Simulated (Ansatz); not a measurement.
## Ga, diamond: how the functional moves the structure

All rows: Ansatz, plane waves with scalar-relativistic PAW, 420 eV (500 eV for the SCAN forms), relaxed under each functional, no dispersion correction, no zero-point motion. B₀ comes from uniform scaling at fixed shape; a dash is a value not given.

| functional | V (Å³/atom) | cell | B₀ (GPa) | magnetic state | ΔE to alpha-Ga (Cmce) (meV/atom) |
| --- | --- | --- | --- | --- | --- |
| PBE | 25.43 | a = 5.881 Å | 35 | spin not included | 281 |
| r²SCAN | 24.10 | a = 5.777 Å | 45 | spin not included | 316 |
| PBEsol | 23.86 | a = 5.757 Å | 44 | spin not included | 338 |
| revPBE | 26.28 | a = 5.947 Å | 32 | spin not included | 265 |
| RPBE | 26.62 | a = 5.972 Å | 30 | spin not included | 259 |
| BLYP | 27.61 | a = 6.045 Å | 26 | spin not included | 128 |

(1) What does LDA give?

## Answers

(1) V (Å³/atom): 22.88; cell: a = 5.678 Å; B₀ (GPa): 49; magnetic state: spin not included; ΔE to alpha-Ga (Cmce) (meV/atom): 334.
